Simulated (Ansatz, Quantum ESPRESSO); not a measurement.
# Moving the pressure in Au

The cell as given:

Symmetry: Fm-3m, No. 225, cubic system. Conventional cell: a = 4.070 Å, b = 4.070 Å, c = 4.070 Å, α = 90.00°, β = 90.00°, γ = 90.00°. Au (site symmetry m-3m) is surrounded by 12 Au at 2.88 Å.

Kept alike: task relaxation of cell and atoms; functional PBEsol; k mesh 11 × 11 × 11; occupations fermi-dirac, width 0.05 eV; no spin polarisation. Program: Quantum ESPRESSO, GBRV 1.5 PBEsol, cutoff 707 eV. The mesh is that of the run's cell of 1 atom. No spin-orbit coupling.

```csv
"pressure, P (GPa)",volume (Å³/atom)
0,16.970
2,16.787
5,16.531
10,16.159
20,15.544
30,15.045
```

The relaxations keep at least the cell's symmetry (Fm-3m). For a metal such a mesh leaves the last digits unconverged. The runs follow the start's structure, whether or not it is the stable one at these pressures. P is the pressure aimed at, which the runs meet within some hundredths to tenths of a GPa.

The volume falls from 16.970 to 15.045 Å³/atom between 0 and 30 GPa. The volume falls ever more slowly, since the solid stiffens under load. At the pressures aimed at, which the runs meet within some tenths of a GPa, the step from 0 to 5 GPa gives a mean bulk modulus near 191 GPa, the last step 307 GPa. A twin series (Ansatz, all-electron LAPW, scalar-relativistic) moves it by -1.9473 between 0 and 30, against -1.9250 Å³/atom here.
